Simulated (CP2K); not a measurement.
Ti:

```
Ti
1.0
     2.84230    0.00000    0.00000
    -0.94743    2.67974    0.00000
    -0.94743   -1.33987    2.32072
Ti
1
Direct
  0.00000 0.00000 0.00000
```

This isn't the form of Ti at room conditions, which is hcp.

```yaml
Program: CP2K 2026.2
Task: single point
Functional: PBEsol
Potentials_or_basis: POTENTIAL_UZH Ti GTH-PBE-q12; TZVP-MOLOPT-PBE-GTH basis
Density_cutoff: 6123 eV
k_mesh: 11 × 11 × 11
Occupations: fermi-dirac, width 0.05 eV
Spin: no spin polarisation
```

On this cell: pressure -6.6 GPa; band gap on the k mesh none (metal or under the smearing width).

The same run follows on a disturbed copy (cell strained at random at fixed volume):

```
Ti
1.0
     2.84432    0.00000    0.00000
    -1.04754    2.71711    0.00000
    -0.90237   -1.38998    2.28718
Ti
1
Direct
  0.99280 0.00712 0.00682
```

Q: What changes?

A: The energy (extrapolated to zero smearing) moves by +2.7 meV/atom; pressure -6.5 GPa; band gap on the k mesh none (metal or under the smearing width).

Stress tensor (GPa, compression positive):
```
-6.34  0.69  0.31
 0.69 -8.15  0.11
 0.31  0.11 -5.07
```

Caveats: the potentials were made for another functional, which shifts forces and pressure; the basis of atomic orbitals isn't converged, which shifts pressures, moduli and gaps.
